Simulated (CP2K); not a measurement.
Crystal: Te2Mo.

```xyz
6
Lattice="3.5182 0.0000 0.0000 -1.7591 3.0469 0.0000 0.0000 0.0000 13.9736" Properties=species:S:1:pos:R:3 pbc="T T T"
Te    1.7591    1.0156    5.2960
Te    0.0000    2.0312   12.2828
Te    1.7591    1.0156    1.6908
Te    0.0000    2.0312    8.6776
Mo    1.7591    1.0156   10.4802
Mo    0.0000    2.0312    3.4934
```

Program: CP2K 2026.2. Alike in all runs: task band structure; no spin polarisation; cell as given; k mesh 9 × 9 × 2. Hardware: 2 threads of Arm Neoverse V2, on a shared host.

Q: Order these runs on this cell by their wall time, lowest first.
A. level r2SCAN; potentials or basis POTENTIAL_UZH Te GTH-SCAN-q6, Mo GTH-SCAN-q14; TZVP-MOLOPT-SCAN-GTH basis; smearing fermi-dirac 0.01 eV; EPS_DEFAULT 1.0E-10; NGRIDS 5; points a segment of the path (NPOINTS) 6; CUTOFF of the grids 675 Ry
B. level LDA; potentials or basis GTH_POTENTIALS Te GTH-PADE-q6, Mo GTH-PADE-q14; TZVP-MOLOPT-PBE-GTH basis; smearing fermi-dirac 0.0259 eV; EPS_DEFAULT 1.0E-9; NGRIDS 4; points a segment of the path (NPOINTS) 6; CUTOFF of the grids 450 Ry
C. level TB-mBJ; potentials or basis POTENTIAL_UZH Te GTH-PBE-q6, Mo GTH-PBE-q14; TZVP-MOLOPT-PBE-GTH basis; smearing fermi-dirac 0.0259 eV; EPS_DEFAULT 1.0E-9; NGRIDS 4; points a segment of the path (NPOINTS) 10; CUTOFF of the grids 675 Ry

A: B (30 s), A (76 s), C (220 s).

Caveats: this is a model potential without an energy functional, so only levels have meaning (some runs).
